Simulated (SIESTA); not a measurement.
Ti under changes of volume

One of the cells (17.988 Å³/atom); the others are scaled copies at fixed shape and fractional positions:

```
Ti
1.0
     2.96954    0.00000    0.00000
    -1.48477    2.57169    0.00000
     0.00000    0.00000    4.71099
Ti
2
Direct
  0.66667 0.33333 0.75000
  0.33333 0.66667 0.25000
```

| Item | Value |
| --- | --- |
| Program | SIESTA 5.4.2 |
| Functional | PBE |
| Potentials or basis | PseudoDojo 0.4 standard (PBE files) |
| Basis | DZP (energy shift 0.003 Ry; two zetas on semicore shells) |
| Grid cutoff | 800 Ry |
| Energy shift | 0.003 Ry |
| k mesh | 10 × 10 × 6 |
| Occupations | fermi-dirac, width 0.05 eV |
| Spin | no spin polarisation |

```csv
volume (Å³/atom),energy over the lowest point (meV/atom),pressure (GPa)
16.577,15.79,6.2
16.930,?,?
17.283,0.00,1.1
17.988,5.55,-3.4
18.341,15.07,-5.2
18.694,28.70,-7.1
```

Task: What does the run at 16.930 Å³/atom give?

Result: Energy over the lowest point 5.10 meV/atom; pressure 3.6 GPa.

Worked out: A Birch-Murnaghan fit of order 3 (a polynomial in V^(-2/3)) to the other rows has its minimum at 17.43 Å³/atom with B0 = V·E''(V) = 114 GPa and B' = 3.7 at fixed shape and positions, which overstates the stiffness. It gives 4.98 meV/atom at 16.930 Å³/atom, against the run's 5.10, and -dE/dV = 3.5 GPa, against 3.6.

Energies are extrapolated to zero smearing.

Caveats: the basis of atomic orbitals isn't converged, which shifts pressures, moduli and gaps.
